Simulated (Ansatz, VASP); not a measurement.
**LiF: VASP beside Ansatz**

```
CELL_PARAMETERS angstrom
3.09297 0.00000 0.00000
-1.54649 2.67859 0.00000
0.00000 0.00000 4.82068
ATOMIC_POSITIONS crystal
Li 0.00000 0.00000 0.99304
Li 0.33333 0.66667 0.49304
F 0.00000 0.00000 0.38196
F 0.33333 0.66667 0.88196
```

Alike in both runs: functional PBEsol; k mesh 9 × 9 × 6; occupations gaussian, width 0.02 eV; no spin polarisation.

Ansatz relaxed the structure, and its values are those at the end. VASP's run is a single point on that final structure, the one shown.

|  | VASP | Ansatz |
| --- | --- | --- |
| version | VASP 6.6.1 | Ansatz 0.2.0 |
| potentials or method | VASP PAW PBE potentials, release 64 (Li_sv, F) | scalar-relativistic, plane waves, PAW |
| plane-wave cutoff (eV) | 520 | 420 |
| valence electrons in the cell | 20 | 20 |

```tsv
	VASP	Ansatz	Ansatz less VASP
gap on the k mesh at the Fermi level (eV)	7.60	7.61	+0.012
least direct gap on the mesh (eV)	7.60	7.61	+0.012
```

Caveats: an odd mesh through Γ misses points on the zone boundary, where band edges often lie. As with any semilocal functional, this PBEsol gap is likely too small.
